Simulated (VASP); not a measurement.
# Mo (Im-3m) in VASP: single point with PBE

Aim: the single point of Mo with PBE.

Everything below comes from runs of VASP 6.6.1. Logs are shortened: lines on timing, memory, paths and dates and some standing lists are left out, and cuts for length are marked.

## 1. The crystal as given

It takes space group Im-3m (No. 229, cubic). The conventional cell has a = 3.147 Å, b = 3.147 Å, c = 3.147 Å, α = 90.00°, β = 90.00°, γ = 90.00°. Mo (site symmetry m-3m) has 8 Mo at 2.73 Å as nearest neighbours.

## 2. Single point, PBE, non-collinear spin, zero start, spin-orbit coupling

Contents of INCAR:

```
SYSTEM = Mo
PREC = Accurate
ENCUT = 520
EDIFF = 1E-6
ISMEAR = -1
SIGMA = 0.1
LREAL = .FALSE.
LASPH = .TRUE.
NELM = 60
ALGO = Normal
ISIF = 2
LWAVE = .FALSE.
LCHARG = .FALSE.
LNONCOLLINEAR = .TRUE.
MAGMOM = 0 0 0
LORBIT = 11
LSORBIT = .TRUE.
GGA_COMPAT = .FALSE.
LMAXMIX = 4
GGA = PE
```

Contents of KPOINTS:

```
Automatic mesh
0
G
  36 36 36
  0 0 0
```

Contents of POSCAR:

```
Mo
1.0
   -1.5735000000      1.5735000000      1.5735000000
    1.5735000000     -1.5735000000      1.5735000000
    1.5735000000      1.5735000000     -1.5735000000
Mo
1
Direct
    0.0000000000      0.0000000000      0.0000000000
```

Potentials or basis: VASP PAW PBE potentials, release 64 (Mo_sv).

Run with:

```sh
$ cat potpaw_PBE.64/Mo_sv/POTCAR > POTCAR
$ mpirun -np 1 vasp_ncl > vasp.out
```

OUTCAR:

```text
SYSTEM = Mo
   PREC = Accurate
   ENCUT = 520
   EDIFF = 1E-6
   ISMEAR = -1
   LREAL = .FALSE.
   LASPH = .TRUE.
   NELM = 60
   ISIF = 2
   LNONCOLLINEAR = .TRUE.
   LORBIT = 11
   LSORBIT = .TRUE.
   GGA = PE

 ion  position               nearest neighbor table
   1  0.000  0.000  0.000-

  LATTYP: Found a body centered cubic cell.
 ALAT       =     3.1470000000

  Lattice vectors:

 A1 = (  -1.5735000000,   1.5735000000,   1.5735000000)
 A2 = (   1.5735000000,  -1.5735000000,   1.5735000000)
 A3 = (   1.5735000000,   1.5735000000,  -1.5735000000)

Analysis of symmetry for initial positions (statically):
=====================================================================
 Subroutine PRICEL returns:
 Original cell was already a primitive cell.

 Routine SETGRP: Setting up the symmetry group for a
 body centered cubic supercell.

 Subroutine GETGRP returns: Found 48 space group operations
 (whereof 48 operations were pure point group operations)
 out of a pool of 48 trial point group operations.

The static configuration has the point symmetry O_h .

Analysis of symmetry for dynamics (positions and initial velocities):
=====================================================================
 Subroutine PRICEL returns:
 Original cell was already a primitive cell.

 Routine SETGRP: Setting up the symmetry group for a
 body centered cubic supercell.

 Subroutine GETGRP returns: Found 48 space group operations
 (whereof 48 operations were pure point group operations)
 out of a pool of 48 trial point group operations.

The dynamic configuration has the point symmetry O_h .

Analysis of structural, dynamic, and magnetic symmetry:
=====================================================================
 Subroutine PRICEL returns:
 Original cell was already a primitive cell.

 Routine SETGRP: Setting up the symmetry group for a
 body centered cubic supercell.

 Subroutine GETGRP returns: Found 48 space group operations
 (whereof 48 operations were pure point group operations)
 out of a pool of 48 trial point group operations.

The overall configuration has the point symmetry O_h .

 Subroutine INISYM returns: Found 48 space group operations
 (whereof 48 operations are pure point group operations),
 and found     1 'primitive' translations

----------------------------------------------------------------------------------------

                                     Primitive cell

  volume of cell :      15.5833

  direct lattice vectors                    reciprocal lattice vectors
    -1.573500000  1.573500000  1.573500000     0.000000000  0.317762949  0.317762949
     1.573500000 -1.573500000  1.573500000     0.317762949  0.000000000  0.317762949
     1.573500000  1.573500000 -1.573500000     0.317762949  0.317762949  0.000000000

  length of vectors
     2.725381946  2.725381946  2.725381946     0.449384672  0.449384672  0.449384672

  position of ions in fractional coordinates (direct lattice)
     0.000000000  0.000000000  0.000000000

  ion indices of the primitive-cell ions
   primitive index   ion index
                 1           1

----------------------------------------------------------------------------------------

 KPOINTS: Automatic mesh

Automatic generation of k-mesh.
 Grid dimensions read from file:
 generate k-points for:   36   36   36

 Generating k-lattice:

  Cartesian coordinates                     Fractional coordinates (reciprocal lattice)
     0.000000000  0.008826749  0.008826749     0.027777778  0.000000000  0.000000000
     0.008826749  0.000000000  0.008826749     0.000000000  0.027777778  0.000000000
     0.008826749  0.008826749  0.000000000     0.000000000  0.000000000  0.027777778

  Length of vectors
     0.012482908  0.012482908  0.012482908

  Shift w.r.t. Gamma in fractional coordinates (k-lattice)
     0.000000000  0.000000000  0.000000000

 Subroutine IBZKPT returns following result:
 ===========================================

 Found   1240 irreducible k-points:

 Following reciprocal coordinates:
            Coordinates               Weight
  0.000000  0.000000  0.000000      1.000000
  0.027778  0.000000  0.000000     12.000000
  0.055556  0.000000  0.000000     12.000000
  0.083333  0.000000  0.000000     12.000000
  0.111111  0.000000  0.000000     12.000000
  0.138889  0.000000  0.000000     12.000000
[... 16 lines left out ...]
  0.111111  0.027778  0.000000     48.000000
  0.138889  0.027778  0.000000     48.000000
 [... further k-points ...]
   k-points           NKPTS =   1240   k-points in BZ     NKDIM =   1240   number of bands    NBANDS=     22
   number of dos      NEDOS =    301   number of ions     NIONS =      1
   total plane-waves  NPLWV =   8000
   dimension x,y,z NGX =    20 NGY =   20 NGZ =   20
   dimension x,y,z NGXF=    40 NGYF=   40 NGZF=   40
   ions per type =               1
   NGX,Y,Z   is equivalent  to a cutoff of  12.20, 12.20, 12.20 a.u.
   NGXF,Y,Z  is equivalent  to a cutoff of  24.40, 24.40, 24.40 a.u.
 SYSTEM =  Mo
   PREC   = accura    normal or accurate (medium, high low for compatibility)
   ISTART =      0    job   : 0-new  1-cont  2-samecut
   ICHARG =      2    charge: 1-file 2-atom 10-const
   ISPIN  =      1    spin polarized calculation?
   LNONCOLLINEAR =      T non collinear calculations
   LSORBIT =      T    spin-orbit coupling
   LASPH  =      T    aspherical Exc in radial PAW
   ENCUT  =  520.0 eV  38.22 Ry    6.18 a.u.   5.07  5.07  5.07*2*pi/ulx,y,z
   NELM   =     60;   NELMIN=  2; NELMDL= -5     # of ELM steps
   EDIFF  = 0.1E-05   stopping-criterion for ELM
   LREAL  =      F    real-space projection
   EDIFFG = 0.1E-04   stopping-criterion for IOM
   NSW    =      0    number of steps for IOM
   IBRION =     -1    ionic relax: 0-MD 1-quasi-New 2-CG
   NFREE  =      0    steps in history (QN), initial steepest desc. (CG)
   ISIF   =      2    stress and relaxation
   ISYM   =      2    0-nonsym 1-usesym 2-fastsym
   POTIM  = 0.5000    time-step for ionic-motion
   TEBEG  =    0.0;   TEEND  =   0.0 temperature during run
   PSTRESS=    0.0 pullay stress
   NELECT =      14.0000    total number of electrons
   NUPDOWN=      -1.0000    fix difference up-down
   EMIN   =  10.00;   EMAX   =-10.00  energy-range for DOS
   EFERMI =   0.00;   METHOD = LEGACY
   ISMEAR =    -1;   SIGMA  =   0.10  broadening in eV -4-tet -1-fermi 0-gaus
   EFERMI_NEDOS =   21; number of points for ismear=-14 and -15
   IALGO  =     38    algorithm
   IMIX   =      4    mixing-type and parameters
     AMIX     =   0.40;   BMIX     =  1.00
     AMIX_MAG =   1.60;   BMIX_MAG =  1.00
  volume/ion in A,a.u.               =      15.58       105.16
  Fermi-wavevector in a.u.,A,eV,Ry     =   1.579662  2.985128 33.951042  2.495331
  Thomas-Fermi vector in A             =   2.680007
   LORBIT       =     11    0 simple, 1 ext, 2 COOP (PROOUT), +10 PAW based schemes
   GGA     = PE    functional components
   LHFCALC =     F    Hartree Fock is set to
   AEXX    =    0.0000 exact exchange contribution
   IVDW    =     0    specifies the selected vdW correction
   LEPSILON=     F    determine dielectric tensor
   LRPA    =     F    only Hartree local field effects (RPA)
  energy-cutoff  :      520.00
  volume of cell :       15.58
 maximum number of plane-waves:       864
   NGX = 11   NGY = 11   NGZ = 11

 number of electron      14.0000000 magnetization       0.0000000      0.0000000      0.0000000

 number of electron      14.0000001 magnetization       0.0000000     -0.0000000     -0.0000000

 number of electron      14.0000001 magnetization      -0.0000000      0.0000000      0.0000000

 Free energy of the ion-electron system (eV)
  ---------------------------------------------------
  ext. energy  EPLUGINS =         0.00000000
  ---------------------------------------------------
  free energy    TOTEN  =       -11.04552413 eV

  energy without entropy =      -11.02413805  energy(sigma->0) =      -11.03483109

 E-fermi :  12.6486     XC(G=0): -13.4077

 val. band max:       12.6467600010   @ k =  -0.1944   0.1944   0.1111
 cond. band min:      12.6514881747   @ k =  -0.3056   0.3611   0.1944
 fundamental gap:      0.0047281737
 Fermi energy:        12.6486456185

 k-point     1 :       0.0000    0.0000    0.0000
  band No.  band energies     occupation
      1     -48.6354      1.00000
      2     -48.6354      1.00000
      3     -23.5941      1.00000
      4     -23.5941      1.00000
      5     -21.0652      1.00000
      6     -21.0652      1.00000
[... 14 lines left out ...]
     21      27.4804      0.00000
     22      27.4804      0.00000

 k-point     2 :       0.0278    0.0000    0.0000
  band No.  band energies     occupation
      1     -48.6334      1.00000
      2     -48.6334      1.00000
      3     -23.5985      1.00000
      4     -23.5985      1.00000
      5     -21.0743      1.00000
      6     -21.0743      1.00000
[... 14 lines left out ...]
     21      27.5075      0.00000
     22      27.5080      0.00000

 k-point     3 :       0.0556    0.0000    0.0000
  band No.  band energies     occupation
      1     -48.6275      1.00000
      2     -48.6275      1.00000
      3     -23.6117      1.00000
      4     -23.6117      1.00000
      5     -21.1010      1.00000
      6     -21.1010      1.00000
[... 14 lines left out ...]
     21      27.5849      0.00000
     22      27.5849      0.00000

 k-point     4 :       0.0833    0.0000    0.0000
  band No.  band energies     occupation
      1     -48.6178      1.00000
      2     -48.6178      1.00000
      3     -23.6334      1.00000
      4     -23.6334      1.00000
      5     -21.1442      1.00000
      6     -21.1442      1.00000
[... 14 lines left out ...]
     21      27.7012      0.00000
     22      27.7012      0.00000

 k-point     5 :       0.1111    0.0000    0.0000
  band No.  band energies     occupation
      1     -48.6046      1.00000
      2     -48.6046      1.00000
      3     -23.6634      1.00000
      4     -23.6634      1.00000
      5     -21.2018      1.00000
      6     -21.2018      1.00000
[... 417 lines left out ...]
 k-point    22 :       0.0833    0.0278    0.0000
  band No.  band energies     occupation
      1     -48.6102      1.00000
      2     -48.6102      1.00000
      3     -23.6506      1.00000
      4     -23.6506      1.00000
      5     -21.1771      1.00000
      6     -21.1771      1.00000
[... 14 lines left out ...]
     21      27.7934      0.00000
     22      27.7934      0.00000

 k-point    23 :       0.1111    0.0278    0.0000
  band No.  band energies     occupation
      1     -48.5955      1.00000
      2     -48.5955      1.00000
      3     -23.6845      1.00000
      4     -23.6845      1.00000
      5     -21.2405      1.00000
      6     -21.2405      1.00000
[... 14 lines left out ...]
     21      27.9311      0.00000
     22      27.9311      0.00000

 k-point    24 :       0.1389    0.0278    0.0000
  band No.  band energies     occupation
      1     -48.5779      1.00000
      2     -48.5779      1.00000
      3     -23.7258      1.00000
      4     -23.7258      1.00000
      5     -21.3144      1.00000
      6     -21.3144      1.00000
[... 14 lines left out ...]
     21      28.0319      0.00000
     22      28.0319      0.00000

 [... further k-points ...]
[... 5 lines left out ...]
  --------------------------------------------------------------------------------------
  -------------------------------------------------------------------------------------
  Total        0.4093334      0.4093334      0.4093334      0.0000000      0.0000000      0.0000000
  in kB       42.0850224     42.0850224     42.0850224      0.0000000      0.0000000      0.0000000
  external PRESSURE =      42.0850224 kB  Pullay stress =       0.0000000 kB

 VOLUME and BASIS-vectors are now :
 -----------------------------------------------------------------------------
  energy-cutoff  :      520.00
  volume of cell :       15.58
      direct lattice vectors                 reciprocal lattice vectors
    -1.573500000  1.573500000  1.573500000     0.000000000  0.317762949  0.317762949
     1.573500000 -1.573500000  1.573500000     0.317762949  0.000000000  0.317762949
     1.573500000  1.573500000 -1.573500000     0.317762949  0.317762949  0.000000000

 POSITION                                       TOTAL-FORCE (eV/Angst)
 -----------------------------------------------------------------------------------
      0.00000      0.00000      0.00000        -0.000000     -0.000000     -0.000000
 -----------------------------------------------------------------------------------
    total drift:                                0.000000     -0.000000      0.000000

  FREE ENERGIE OF THE ION-ELECTRON SYSTEM (eV)
  ---------------------------------------------------
  free  energy   TOTEN  =       -11.0455241255 eV

  energy  without entropy=      -11.0241380528  energy(sigma->0) =      -11.03483109

 Spin-Orbit-Coupling matrix elements

 Ion:    1  E_soc:     -0.2056185
 l=   1
     0.0000000    -0.0301183    -0.0301183
    -0.0301183     0.0000000    -0.0301183
    -0.0301183    -0.0301183     0.0000000
 l=   2
     0.0000000    -0.0010554     0.0000000    -0.0010554    -0.0030961
    -0.0010554     0.0000000    -0.0023220    -0.0010554    -0.0007740
     0.0000000    -0.0023220     0.0000000    -0.0023220     0.0000000
    -0.0010554    -0.0010554    -0.0023220     0.0000000    -0.0007740
    -0.0030961    -0.0007740     0.0000000    -0.0007740     0.0000000
 l=   3
     0.0000000     0.0000000     0.0000000     0.0000000     0.0000000     0.0000000     0.0000000
     0.0000000     0.0000000     0.0000000     0.0000000     0.0000000     0.0000000     0.0000000
     0.0000000     0.0000000     0.0000000     0.0000000     0.0000000     0.0000000     0.0000000
     0.0000000     0.0000000     0.0000000     0.0000000     0.0000000     0.0000000     0.0000000
     0.0000000     0.0000000     0.0000000     0.0000000     0.0000000     0.0000000     0.0000000
     0.0000000     0.0000000     0.0000000     0.0000000     0.0000000     0.0000000     0.0000000
     0.0000000     0.0000000     0.0000000     0.0000000     0.0000000     0.0000000     0.0000000

 total charge

# of ion       s       p       d       tot
------------------------------------------
    1        2.383   6.209   3.919  12.510

 magnetization (x)

# of ion       s       p       d       tot
------------------------------------------
    1       -0.000   0.000  -0.000  -0.000

 magnetization (y)

# of ion       s       p       d       tot
------------------------------------------
    1        0.000   0.000  -0.000  -0.000

 magnetization (z)

# of ion       s       p       d       tot
------------------------------------------
    1        0.000  -0.000   0.000   0.000
```

Wall time 11 min (1 thread of Intel Xeon Platinum 8259CL at 2.50GHz (Skylake/Cascade Lake), shared host); peak memory 0.62 GiB.

Results:

* Free energy: -11.0455 eV
* Pressure: 4.2 GPa
* Net moment: 0.00 μB per cell
* Valence electrons inside the program's atomic spheres: Mo 12.51

Moments on the atoms (μB; x, y, z):
```
Mo  0.00 0.00 0.00
```
